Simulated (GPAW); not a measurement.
Crystal: Ge.

```
CELL_PARAMETERS angstrom
0.00000 2.82891 2.82891
2.82891 0.00000 2.82891
2.82891 2.82891 0.00000
ATOMIC_POSITIONS crystal
Ge 0.75000 0.75000 0.75000
Ge 0.50000 0.50000 0.50000
```

Base run:

```yaml
Program: GPAW 26.7.0
Functional: AM05
Potentials_or_basis: PAW data sets generated in the run's folder for this functional
Cutoff: 450 eV
Basis: pw
k_mesh: 7 × 7 × 7
Occupations: fermi-dirac, width 0.001 eV
Spin: no spin polarisation
```

Its results: band gap on the k mesh 0.08 eV, direct; electronic dielectric tensor (diagonal) 234.54.

**Question.** The run is repeated on the same cell with these changes: functional from AM05 to LDA; potentials or basis from PAW data sets generated in the run's folder for this functional to the program's PAW data sets (release 1.2.1) made for this functional. What comes out?

**Answer.** Band gap on the k mesh none (metal or under the smearing width); electronic dielectric tensor (diagonal) 41.64.

Caveats: the long-wavelength limit can be off by a per cent or two; the gap is small at this level, which inflates the dielectric constant (some runs); an odd mesh through Γ misses points on the zone boundary, where band edges often lie (some runs).
